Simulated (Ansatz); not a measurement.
**Residual resistivity of an alloy: W(100) with 4 layers of random W-Re, 2x2**

How strongly does chemical disorder scatter in W(100) with 4 layers of random W-Re, 2x2?

Calculated with Ansatz 0.2.0; Ansatz plane-wave DFT, PBE, PAW files; ballistic transport by layer matching (Landauer), zero bias; PAW set soft_1.

Report form: the programs' logs are mostly left out.

## Step 1: Set-up

The cell holds 56 atoms: 44 W and 12 Re. Cell: a = 6.330 Å, b = 6.330 Å, c = 22.154 Å, α = 90.0°, β = 90.0°, γ = 90.0°. It derives from W. Regions: lead, 40 atoms (40 W); scattering region, 16 atoms (12 Re and 4 W). The structure is stacked along c, and the current runs across the ab planes.

## Step 2: With 4 alloy layers

In 4 layers a share of 0.75 of the sites is given to Re at random. The layers about the cell's end stay perfect and serve as the lead. Energies from -0.05 to 0.05 eV in steps of 0.05 eV are too few for the program's thermal sum, so it prints no conductance; for a metal the transmission near the Fermi level serves, at a fraction of the cost.

File input.yaml:

```yaml
crystal:
  lattice:
    - [6.3296, 0.0, 0.0]
    - [0.0, 6.3296, 0.0]
    - [0.0, 0.0, 22.1536]
  atoms:
    - { symbol: W, position: [0.0, 0.0, 0.0357142857] }
    - { symbol: W, position: [0.0, 0.5, 0.0357142857] }
    - { symbol: W, position: [0.5, 0.0, 0.0357142857] }
    - { symbol: W, position: [0.5, 0.5, 0.0357142857] }
    - { symbol: W, position: [0.25, 0.25, 0.1071428571] }
    - { symbol: W, position: [0.25, 0.75, 0.1071428571] }
    - { symbol: W, position: [0.75, 0.25, 0.1071428571] }
    - { symbol: W, position: [0.75, 0.75, 0.1071428571] }
[... 44 atom lines left out ...]
    - { symbol: W, position: [0.25, 0.25, 0.9642857143] }
    - { symbol: W, position: [0.25, 0.75, 0.9642857143] }
    - { symbol: W, position: [0.75, 0.25, 0.9642857143] }
    - { symbol: W, position: [0.75, 0.75, 0.9642857143] }
kpoints:
  mp_grid: { grid: [4, 4, 1] }
hamiltonian:
  xc: pbe
  pseudopotentials: { kind: paw, azcp: { folder: soft_1 } }
scf:
  occupations: { method: fermi_dirac, width: 0.1 }
output:
  transmission: { leads: [[0, 4]], kmesh: [8, 8], e_range: [-0.05, 0.05], de: 0.05 }
  write_potential: true
  write_density: true
  volumetric_format: npy
```

The run is started by

```bash
$ ansatz run input.yaml --threads 4 --pin off --max-ram 15360MiB --backend cpu --events-out ev --progress --plain --runs-dir out
```

Elapsed: 8.4 min, on 4 threads of Arm Neoverse V1, shared host; peak memory 7.9 GiB.

Numbers from this step:

```yaml
free_energy: -587409.0047 eV
energy_at_zero_smearing: -587408.3670 eV
fermi_energy: 22.57 eV
cell_area: 40.06 Å²
transmission_per_spin_nearest_the_fermi_level: 3.978
open_channels_per_spin_nearest_the_fermi_level: 5.281
step_of_the_lead_s_potential: 10.5 meV
```

Per spin. Transmission, zone mean against energy, zero at the Fermi level:

| energy (eV) | transmission, zone mean |
| --- | --- |
| -0.0500 | 3.58 |
| 0.0000 | 3.98 |
| 0.0500 | 4.16 |

Per spin. The open channels, zone mean, lead by energy, zero at the Fermi level:

| energy (eV) | open channels, zone mean, lead |
| --- | --- |
| -0.0500 | 4.91 |
| 0.0000 | 5.28 |
| 0.0500 | 5.78 |

Transmission over k1 and k2. At 0.0000 eV from the Fermi level.

Ten even steps from '0' (0.0) to '9' (12.6):
```
00123210
11143411
22468642
23389833
22468642
11143411
00123210
00122210
```
Columns: k1 (b1) from -0.5 to 0.375; rows upwards: k2 (b2) from -0.5 to 0.375.

Open channels over k1 and k2. At 0.0000 eV from the Fermi level.

Values, 8 rows by 8 columns:
```
 2.0  1.0  3.0  4.0  5.0  4.0  3.0  1.0
 2.0  3.0  2.0  7.0  8.0  7.0  2.0  3.0
 4.0  4.0  7.0 13.0 14.0 13.0  7.0  4.0
 4.0  5.0  8.0 14.0 14.0 14.0  8.0  5.0
 4.0  4.0  7.0 13.0 14.0 13.0  7.0  4.0
 2.0  3.0  2.0  7.0  8.0  7.0  2.0  3.0
 2.0  1.0  3.0  4.0  5.0  4.0  3.0  1.0
 0.0  2.0  2.0  4.0  4.0  4.0  2.0  2.0
```
Columns: k1 (b1) from -0.5 to 0.375; rows upwards: k2 (b2) from -0.5 to 0.375.

Over the solved energies the transmission per spin lies between 3.58 and 4.16, out of 5.32 channels of the lead on average (up to 5.78).

## Step 3: With 8 alloy layers

In 8 layers a share of 0.75 of the sites is given to Re at random. A fresh draw is used; the growth of the resistance with length is what counts.

System of this step: W(100) with 8 layers of random W-Re, 2x2. The cell holds 72 atoms: 48 W and 24 Re. Its edges and angles: a = 6.330 Å, b = 6.330 Å, c = 28.483 Å, α = 90.0°, β = 90.0°, γ = 90.0°. It derives from W. Regions: lead, 40 atoms (40 W); scattering region, 32 atoms (8 W and 24 Re). The structure is stacked along c, and the current runs across the ab planes.

File input.yaml:

```yaml
crystal:
  lattice:
    - [6.3296, 0.0, 0.0]
    - [0.0, 6.3296, 0.0]
    - [0.0, 0.0, 28.4832]
  atoms:
    - { symbol: W, position: [0.0, 0.0, 0.0277777778] }
    - { symbol: W, position: [0.0, 0.5, 0.0277777778] }
    - { symbol: W, position: [0.5, 0.0, 0.0277777778] }
    - { symbol: W, position: [0.5, 0.5, 0.0277777778] }
    - { symbol: W, position: [0.25, 0.25, 0.0833333333] }
    - { symbol: W, position: [0.25, 0.75, 0.0833333333] }
    - { symbol: W, position: [0.75, 0.25, 0.0833333333] }
    - { symbol: W, position: [0.75, 0.75, 0.0833333333] }
[... 60 atom lines left out ...]
    - { symbol: W, position: [0.25, 0.25, 0.9722222222] }
    - { symbol: W, position: [0.25, 0.75, 0.9722222222] }
    - { symbol: W, position: [0.75, 0.25, 0.9722222222] }
    - { symbol: W, position: [0.75, 0.75, 0.9722222222] }
kpoints:
  mp_grid: { grid: [4, 4, 1] }
hamiltonian:
  xc: pbe
  pseudopotentials: { kind: paw, azcp: { folder: soft_1 } }
scf:
  occupations: { method: fermi_dirac, width: 0.1 }
output:
  transmission: { leads: [[0, 4]], kmesh: [8, 8], e_range: [-0.05, 0.05], de: 0.05 }
  write_potential: true
  write_density: true
  volumetric_format: npy
```

The job ended after 22 min (4 threads; peak memory 8.1 GiB).

Numbers from this step:

```
free energy                                    : -759381.2937 eV
energy at zero smearing                        : -759380.5205 eV
Fermi energy                                   : 22.64 eV
transmission per spin nearest the Fermi level  : 3.305
open channels per spin nearest the Fermi level : 5.406
step of the lead's potential                   : 5.4 meV
```

Per spin. The transmission, zone mean by energy, zero at the Fermi level:

| energy (eV) | transmission, zone mean |
| --- | --- |
| -0.0500 | 3.12 |
| 0.0000 | 3.30 |
| 0.0500 | 3.58 |

Over the solved energies the transmission per spin lies between 3.12 and 3.58, out of 5.41 channels of the lead on average (up to 5.78).

## Step 4: With 12 alloy layers

In 12 layers a share of 0.75 of the sites is given to Re at random. A fresh draw is used; the growth of the resistance with length is what counts.

System of this step: W(100) with 12 layers of random W-Re, 2x2. The cell holds 88 atoms: 52 W and 36 Re. Cell: a = 6.330 Å, b = 6.330 Å, c = 34.813 Å, α = 90.0°, β = 90.0°, γ = 90.0°. It derives from W. Regions: lead, 40 atoms (40 W); scattering region, 48 atoms (36 Re and 12 W). The structure is stacked along c, and the current runs across the ab planes.

File input.yaml:

```yaml
crystal:
  lattice:
    - [6.3296, 0.0, 0.0]
    - [0.0, 6.3296, 0.0]
    - [0.0, 0.0, 34.8128]
  atoms:
    - { symbol: W, position: [0.0, 0.0, 0.0227272727] }
    - { symbol: W, position: [0.0, 0.5, 0.0227272727] }
    - { symbol: W, position: [0.5, 0.0, 0.0227272727] }
    - { symbol: W, position: [0.5, 0.5, 0.0227272727] }
    - { symbol: W, position: [0.25, 0.25, 0.0681818182] }
    - { symbol: W, position: [0.25, 0.75, 0.0681818182] }
    - { symbol: W, position: [0.75, 0.25, 0.0681818182] }
    - { symbol: W, position: [0.75, 0.75, 0.0681818182] }
[... 76 atom lines left out ...]
    - { symbol: W, position: [0.25, 0.25, 0.9772727273] }
    - { symbol: W, position: [0.25, 0.75, 0.9772727273] }
    - { symbol: W, position: [0.75, 0.25, 0.9772727273] }
    - { symbol: W, position: [0.75, 0.75, 0.9772727273] }
kpoints:
  mp_grid: { grid: [4, 4, 1] }
hamiltonian:
  xc: pbe
  pseudopotentials: { kind: paw, azcp: { folder: soft_1 } }
scf:
  occupations: { method: fermi_dirac, width: 0.1 }
output:
  transmission: { leads: [[0, 4]], kmesh: [8, 8], e_range: [-0.05, 0.05], de: 0.05 }
  write_potential: true
  write_density: true
  volumetric_format: npy
```

Run time: 28 min. Hardware: 4 threads; peak memory 8.6 GiB.

This step gave:

- free energy: -931352.9351 eV
- energy at zero smearing: -931351.7571 eV
- Fermi energy: 22.68 eV
- transmission per spin nearest the Fermi level: 2.967
- open channels per spin nearest the Fermi level: 5.281
- step of the lead's potential: 7.4 meV

Per spin. Table of transmission, zone mean by energy, zero at the Fermi level:

| energy (eV) | transmission, zone mean |
| --- | --- |
| -0.0500 | 2.91 |
| 0.0000 | 2.97 |
| 0.0500 | 3.40 |

Over the solved energies the transmission per spin lies between 2.91 and 3.40, out of 5.32 channels of the lead on average (up to 5.78).

## Step 5: Resistance against length

This step: Ansatz plane-wave DFT, PBE, PAW files; ballistic transport by layer matching (Landauer), zero bias; residual resistivity from the slope of the area resistance, atoms on the host's lattice; PAW set soft_1 (Ansatz 0.2.0).

Numbers from this step:

| Property | Result |
| --- | --- |
| resistivity | 27.54 µΩ cm |
| intercept | 0.2006 fΩ m² |
| scatter about the fit | 0.03195 fΩ m² |

Resistance, by row:

| run | length (Å) | T | channels N | RA (fΩ m²) |
| --- | --- | --- | --- | --- |
| n4 | 6.33 | 3.906 | 5.323 | 0.3524 |
| n8 | 12.66 | 3.334 | 5.406 | 0.5945 |
| n12 | 18.99 | 3.092 | 5.323 | 0.701 |

Area resistance against length of the alloy:

| length of the alloy (Å) | area resistance (fΩ m²) |
| --- | --- |
| 6.33 | 0.352 |
| 12.66 | 0.594 |
| 18.99 | 0.701 |

The area resistance goes from 0.35 to 0.70 fΩ m² between 6.3 and 19.0 Å, a slope of 28 µΩ cm.

By hand from the end points: (0.7010 − 0.3524) fΩ m² / (18.99 − 6.33) Å = 28 µΩ cm, since 1 fΩ m² per Å is 1000 µΩ cm.

## Step 6: Results

```json
{"resistivity from the slope": "27.5 µΩ cm", "area resistance over 6.33 Å": "0.352 fΩ m²", "area resistance over 12.7 Å": "0.594 fΩ m²", "area resistance over 19.0 Å": "0.701 fΩ m²"}
```

The slope gives 28 µΩ cm. The points scatter by 0.032 fΩ m² about the line, with one random draw a length in a 2x2 cell, so the slope is a rough value. The lead's own channel count moves between the runs (5.32, 5.41 and 5.32), which shifts RA and the slope too. Read with a model of isotropic scattering on a spherical Fermi surface and the lead's 1.0×10¹⁵ S/m², this slope means a mean free path near 28 Å (a rough figure, since the alloy's own channel count differs); over these lengths the model's slope is 1.06 times its bulk resistivity, which would be 26 µΩ cm. The atoms sit on the host's lattice, so scattering by size misfit is left out. With 75 % of Re, whose own structure is another, this is a hypothetical phase. Spin-orbit coupling is left out, which matters for Re and W.

[Logs are printed without paths, hosts, clocks, repeated set-up lines and the standing remarks that a program may print on its own settings, such as how far it seeks lower states.]

[Hosts, paths, dates, database ids (printed as entryN), source tags and the programs' standing remarks are cut or masked in the printed files.]
